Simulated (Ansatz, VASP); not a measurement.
One calculation of W, two programs

```xyz
1
Lattice="-1.5990 1.5990 1.5990 1.5990 -1.5990 1.5990 1.5990 1.5990 -1.5990" Properties=species:S:1:pos:R:3 pbc="T T T"
W     0.0000    0.0000    0.0000
```

Alike in both runs: task relaxation of cell and atoms; functional RPBE; k mesh 18 × 18 × 18; occupations gaussian, width 0.1 eV; no spin polarisation.

```csv
,VASP,Ansatz
version,VASP 6.6.1,Ansatz 0.2.0
potentials or method,"VASP PAW PBE potentials, release 64 (W_sv)","scalar-relativistic, plane waves, PAW"
plane-wave cutoff (eV),600,420
valence electrons in the cell,14,14
```

```csv
,VASP,Ansatz,Ansatz less VASP
"gap on the k mesh at the Fermi level, each at its own relaxed structure (eV)",none,none,-
relaxed volume (Å³/atom),16.36,16.33,-0.027
relaxed cell length with the largest relative difference (Å),2.770,2.768,-0.0015
```

A gap of «none» marks a metal or a gap that the smearing closes.

Caveats: the PAW data sets were made with another functional, which shifts forces and pressure a little (VASP). The runs have no spin-orbit coupling, so splittings on W are missing.
